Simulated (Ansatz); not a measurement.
Write an ASE script for Ansatz 0.2.0 that does the following.

- Task: density of states
- Functional: PBE
- Dispersion: D3(BJ)+ATM
- Potentials or basis: Ansatz PAW
- Cutoff: 420 eV
- Density cutoff: 1680 eV
- k mesh: 13 × 13 × 13
- Occupations: methfessel-paxton, width 0.001 eV
- Spin: spin-orbit coupling, no magnetisation
- Driver: chain

The structure of Br lies in Br.cif:

```cif
data_Br
_cell_length_a 2.84698341
_cell_length_b 2.84698341
_cell_length_c 7.15503474
_cell_angle_alpha 90.00000000
_cell_angle_beta 90.00000000
_cell_angle_gamma 90.00000000
_space_group_name_H-M_alt 'I4/mmm'
_space_group_name_Hall '-I 4 2'
_space_group_IT_number 139
loop_
_space_group_symop_operation_xyz
'x,y,z'
'-x,-y,-z'
'-y,x,z'
'y,-x,-z'
'-x,-y,z'
'x,y,-z'
'y,-x,z'
'-y,x,-z'
'x,-y,-z'
'-x,y,z'
'-y,-x,-z'
'y,x,z'
'-x,y,-z'
'x,-y,z'
'y,x,-z'
'-y,-x,z'
'x+1/2,y+1/2,z+1/2'
'-x+1/2,-y+1/2,-z+1/2'
'-y+1/2,x+1/2,z+1/2'
'y+1/2,-x+1/2,-z+1/2'
'-x+1/2,-y+1/2,z+1/2'
'x+1/2,y+1/2,-z+1/2'
'y+1/2,-x+1/2,z+1/2'
'-y+1/2,x+1/2,-z+1/2'
'x+1/2,-y+1/2,-z+1/2'
'-x+1/2,y+1/2,z+1/2'
'-y+1/2,-x+1/2,-z+1/2'
'y+1/2,x+1/2,z+1/2'
'-x+1/2,y+1/2,-z+1/2'
'x+1/2,-y+1/2,z+1/2'
'y+1/2,x+1/2,-z+1/2'
'-y+1/2,-x+1/2,z+1/2'
loop_
_atom_site_label
_atom_site_type_symbol
_atom_site_symmetry_multiplicity
_atom_site_Wyckoff_symbol
_atom_site_fract_x
_atom_site_fract_y
_atom_site_fract_z
_atom_site_occupancy
Br1 Br 2 a 0.0000000000 0.0000000000 0.0000000000 1
```

One way to write it, as run:

run.py

```python
import json

import ase.io
import numpy as np
import spglib

import ansatz as az

atoms = ase.io.read("Br.cif")
cell, frac, numbers = spglib.find_primitive((atoms.cell[:], atoms.get_scaled_positions(), atoms.numbers), symprec=1e-5)
atoms = ase.Atoms(numbers, cell=cell, scaled_positions=frac, pbc=True)

calculation = (
    az.Crystal.from_ase(atoms)
    .calculation()
    .kpoints(13, 13, 13)
    .functional("pbe", dispersion="d3bjatm")
    .pseudopotentials(kind="paw_fr")
    .spin("noncollinear", soc=True)
    .scf(extra_bands=6)
    .occupations(method="methfessel_paxton", width=0.001)
    .density_of_states(energy_step=0.05, projected=False, nscf_kmesh=(20, 20, 20))
    .forces()
    .stress()
    .band_table(publish=True)
)
outcome = calculation.run(threads=2, events_out="events.jsonl")

report = outcome.report
for line in open("events.jsonl"):
    event = json.loads(line)
    if event["event"] == "scf_iter":
        d = event["data"]
        print(f"SCF {d['iter']:3d}  HF = {d['harris_foulkes_ev']:.6f} eV  dr2 = {d['dr2_ev']:.2e} eV")
    elif event["event"] in ("relax_step", "md_step"):
        d = event["data"]
        print(f"{event['event']} {d['step']:3d}  E = {d['lagrangian_ev']:.6f} eV")
np.set_printoptions(precision=5, suppress=True, linewidth=110)
print("converged:", report["converged"], "after", report["n_iterations"], "iterations")
print(f"free energy {report['free_energy_ev']:.6f} eV, Fermi level {report['fermi_energy_ev']:.4f} eV")
for key in ("band_edges_ev", "magnetization_mub", "site_moments_mub", "site_moments_nc_mub", "forces_ev_ang",
                "stress_gpa"):
    if report.get(key) is not None:
        print(key, np.array(report[key]), sep="\n")
```

Potentials or basis: Ansatz PAW.

The run is started by

```console
$ python run.py
```

It gave:

```yaml
Pressure: 0.1 GPa
Band_gap_on_the_k_mesh: none (metal or under the smearing width)
Density_of_states_at_the_Fermi_level: 0.47 states/eV per cell
```

Caveat: pairwise dispersion overbinds metals, which lowers pressure and volume.

It took 17 s on 2 threads of Arm Neoverse V2, with other jobs on the host, peak memory 0.56 GiB.
